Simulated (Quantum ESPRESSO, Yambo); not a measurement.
# AgBr (Bromargyrite): G0W0 on several meshes in Yambo, part 2 of 2

How does the mesh move the gap of AgBr (Bromargyrite)?

Quantum ESPRESSO 7.5 and Yambo 5.3.0; PBE and many-body steps on it, plane waves. Known limits of the many-body steps: not at the basis limit; d shell near the gap, gap tends to lie low; no spin-orbit coupling; coarse k mesh.

So far. Step 4 (2×2×2): The gap on the mesh goes from 0.68 eV to 2.07 eV, a correction of +1.39 eV. Step 5 (Empty states on the mesh, 6×6×6 mesh, 161 bands): On this mesh the gap is 0.676 eV.

## 6. Conversion and set-up

This step: Yambo 5.3.0; conversion and set-up on PBE, plane waves, norm-conserving pseudopotentials.

Launch:

```console
> (cd o/x.save; p2y > p2y.log; mv SAVE ../..); yambo > setup.log
```

The log of the run:

```text
 Yambo, version 5.3.0

 [02] CORE Variables Setup
 =========================

  [02.01] Unit cells
  ==================

  Cell kind             :  FCC
  Atoms in the cell     :  Ag  Br
  number of Ag atoms    :  1
  number of Br atoms    :  1

  List of atomic masses
  Mass of Ag    :  107.8700
  Mass of Br    :  79.90400

  List of atomic coordinates    : [cc]
  Ag1       :  0.000000  0.000000  0.000000  order 1
  Br1       :  5.456112  5.456112  5.456112  order 2

  Alat factors          :  5.456112  5.456112  5.456112 [a.u.]
  Direct lattice volume :  324.8477 [a.u.]
[...]
Q [ 1]         [rlu]:  0.000000  0.000000  0.000000
 Q [ 2]         [rlu]: -0.52541E-17 -0.52541E-17  0.16667
 Q [ 3]         [rlu]: -0.10508E-16 -0.10508E-16  0.33333
[...]
Q [ 8]         [rlu]: -0.17474E-16  0.16667     -0.33333
 Q [ 9]         [rlu]:  0.10508E-16  0.16667     -0.16667
 Q [10]         [rlu]: -0.19141E-16  0.33333      0.33333
     [... 4 further rows ...]
 Q [15]         [rlu]:  0.166667  0.333333 -0.333333
 Q [16]         [rlu]:  0.166667 -0.500000 -0.333333

  [03.01] X indexes
  =================

   [03.01.01] Sigma indexes
   ========================

 [06] Game Over & Game summary
```

Elapsed: 2.5 s, on 1 MPI rank of Arm Neoverse V2, shared host; peak memory 0.25 GiB.

## 7. 6×6×6

This step: G0W0 on PBE, plane waves, norm-conserving pseudopotentials.

The input, gw14.in:

```
HF_and_locXC
gw0
dyson
ppa
em1d
rim_cut
RandQpts= 1000000
RandGvec= 1 RL
EXXRLvcs= 76 Ry
VXCRLvcs= 304 Ry
Chimod= "HARTREE"
% BndsRnXp
 1 | 161 |
%
NGsBlkXp= 15.5 Ry
% LongDrXp
 1 | 1 | 1 |
%
% GbndRnge
 1 | 161 |
%
DysSolver= "n"
ExtendOut
PPAPntXp= 27.21138 eV
% QPkrange
 4 | 4 | 17 | 20 |
 1 | 1 | 17 | 20 |
%
```

Launch:

```console
> OMP_NUM_THREADS=1 mpirun -n 4 yambo -F gw14.in -J gw14 -C gw14 > gw14.log
```

The log of the run:

```text
 Yambo, version 5.3.0

 [02] CORE Variables Setup
 =========================

  [... cell, symmetries and grids as in the set-up ...]

  [02.05] Energies & Occupations
  ==============================

  [X] === General ===
  [X] Electronic Temperature                        :  0.000000  0.000000 [eV K]
  [X] Bosonic    Temperature                        :  0.000000  0.000000 [eV K]
  [X] Finite Temperature mode                       : no
  [X] El. density                                   :  0.74786E+24 [cm-3]
  [X] Fermi Level                                   :  9.392987 [eV]

  [X] === Gaps and Widths ===
  [X] Conduction Band Min                           :  0.676466 [eV]
  [X] Valence Band Max                              :  0.000000 [eV]
  [X] Filled Bands                                  :  18
  [X] Empty Bands                                   :   19  161
  [X] Direct Gap                                    :  2.544364 [eV]
  [X] Direct Gap localized at k                     :  1
  [X] Indirect Gap                                  :  0.676466 [eV]
  [X] Indirect Gap between kpts                     :   4   1
  [X] Last valence band width                       :  2.238986 [eV]
  [X] 1st conduction band width                     :  3.987334 [eV]

 [03] Transferred momenta grid and indexing
 ==========================================

 IBZ Q-points                                      :  16
 BZ  Q-points                                      :  216

 K/Q-points units:
 rlu = crystal or reduced units; cc = cartesian coordinates; iku = interal k-units

 Q [ 1]         [rlu]:  0.000000  0.000000  0.000000
 Q [ 2]         [rlu]: -0.52541E-17 -0.52541E-17  0.16667
 Q [ 3]         [rlu]: -0.10508E-16 -0.10508E-16  0.33333
[...]
NLCC RL compoments                               :  29123
  PP Number of Atomic Species                      :  2
  NLCC RL compoments                               :  29123

 [xc] E_xc :  -26.49646 [Ha]
      E_xc :  -52.99291 [Ry]

  Local XC kind (lXC) : Perdew, Burke & Ernzerhof(X)+Perdew, Burke & Ernzerhof(C)
  Non-Local XC kind (nlXC) : Hartree-Fock

  Corrections @ K [1] :  [eV]
 <17|nlXC|17> = -19.80169 -0.82975E-17 <17|lXC|17> = -14.89529 -0.37763E-15
 <18|nlXC|18> = -19.80176  0.23800E-17 <18|lXC|18> = -14.89529  0.18882E-15
 <19|nlXC|19> = -8.046248  0.36280E-17 <19|lXC|19> = -11.58875 -0.56645E-15
[...]
Corrections @ K [4] :  [eV]
[...]
<19|nlXC|19> = -5.451877  0.60551E-18 <19|lXC|19> = -9.319390  0.000000
 <20|nlXC|20> = -9.474602  0.55828E-18 <20|lXC|20> = -14.51474 -0.64906E-16

 [08] Dyson equation: Newton solver
 ==================================

  [08.01] G0W0 (W PPA)
  ====================

  [  GW  ] Bands range     :    1  161
  [GW/PPA] G damping       :  0.100000 [eV]

  QP @ state[ 1 ] K range:  1  1
  QP @ state[ 1 ] b range:  17  20
  QP @ state[ 2 ] K range:   4   4
  QP @ state[ 2 ] b range:  17  20

   Sc/G bands                                       :    1  161
   Sc/G damping                                     :  0.100000 ev
   Sc bands terminator                              : no
   Sx RL components                                 :   3719

   QP @ state[ 1 ] K range                          :  1  1
   QP @ state[ 1 ] b range                          :  17  20
   QP @ state[ 2 ] K range                          :   4   4
   QP @ state[ 2 ] b range                          :  17  20
   GF energies kind                                 : Perdew, Burke & Ernzerhof(X)+Perdew, Burke & Ernzerhof(C)
   GF WF`s kind                                     : Perdew, Burke & Ernzerhof(X)+Perdew, Burke & Ernzerhof(C)
   Xs energies kind                                 : Perdew, Burke & Ernzerhof(X)+Perdew, Burke & Ernzerhof(C)
   Xs WF`s kind                                     : Perdew, Burke & Ernzerhof(X)+Perdew, Burke & Ernzerhof(C)

 [11] Game Over & Game summary
```

The job ended after 20 min (4 MPI ranks; peak memory 2.3 GiB; 82 min of CPU time).

Numbers from this step:

```
G0W0 gap on the points computed              : 2.061 eV
starting gap on the mesh                     : 0.6765 eV
k of the valence top                         : 0, 0, -0.5
k of the conduction bottom                   : 0, 0, 0
least direct G0W0 gap on the computed points : 4.446 eV
Z at the valence top                         : 0.8011
Z at the conduction bottom                   : 0.8287
```

Against G0W0 in Yambo (2×2×2 mesh, 161 bands, screening to 210.9 eV, Godby-Needs plasmon pole), the gap moves by −0.006 eV.

## 8. The runs together

Times are wall times on 4 MPI ranks of Arm Neoverse V2, shared host, good to a factor of about two.

```tsv
run	mesh	bands	screening cutoff (eV)	DFT gap (eV)	gap on the mesh (eV)	direct (eV)	time
2×2×2	2×2×2	161	210.9	0.676	2.068	4.459	20 s
6×6×6	6×6×6	161	210.9	0.676	2.061	4.446	20 min
```

## 9. Summary of results

```yaml
2x2x2: 2.068 eV
6x6x6: 2.061 eV
known_limits: not at the basis limit; d shell near the gap, gap tends to lie low; no spin-orbit coupling; coarse k mesh
```

6×6×6: −0.006 eV against 2×2×2. Bands and cutoff are finite, so the gap is not at the basis limit. The miss can reach some tenths of an eV and take either sign; the mesh is an error of its own. In the G0W0 runs levels were corrected at 2 k points alone, so a gap called «on the mesh» is the least over those, and an edge elsewhere would be missed. The 2×2×2 mesh is coarse for this cell, which bears on the long-range parts of exchange and screening. A d shell, filled or nearly so, lies near the gap. One-shot GW converges very slowly in bands there, not always from below, and on a semilocal start the gap tends to come out low; starts rich in exact exchange can overshoot instead. The many-body steps are scalar-relativistic: spin-orbit coupling is not in them.

[Paths, hosts, dates, memory and timing lines, banners, echoed tables and standing remarks are left out of the program output.]

[Logs are printed without paths, hosts, clocks, repeated set-up lines and the standing remarks that a program may print on its own settings, such as how far it seeks lower states.]

[Runs of the session that timed out or met a known fault of the program may be left out.]

[Hosts, paths, dates, database ids (printed as entryN), source tags and the programs' standing remarks are cut or masked in the printed files.]
